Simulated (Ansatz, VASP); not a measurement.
## KCl: VASP beside Ansatz

```
CELL_PARAMETERS angstrom
3.59766 0.00000 0.00000
0.00000 3.59766 0.00000
0.00000 0.00000 3.63400
ATOMIC_POSITIONS crystal
K 0.00000 0.00000 0.00000
Cl 0.50000 0.50000 0.50000
```

Change from the starting cell: equal xx and yy strain of -1 %.

Alike in both runs: task single point; functional PBE; k mesh 7 × 7 × 7; occupations fermi-dirac, width 0.02 eV; no spin polarisation.

|  | VASP | Ansatz |
| --- | --- | --- |
| version | VASP 6.6.1 | Ansatz 0.2.0 |
| potentials or method | VASP PAW PBE potentials, release 64 (K_sv, Cl), cutoff 520 eV | all-electron LAPW, scalar-relativistic |

```csv
,VASP,Ansatz,Ansatz less VASP
gap on the k mesh at the Fermi level (eV),5.70,5.70,+0.002
pressure (GPa),5.3,5.3,-0.08
largest component of the traceless stress (GPa),0.36,0.36,+0.001
```

Ansatz ran all-electron here, so the differences hold the error of VASP's frozen core and of both bases.

Caveats: an odd mesh through Γ misses points on the zone boundary, where band edges often lie.
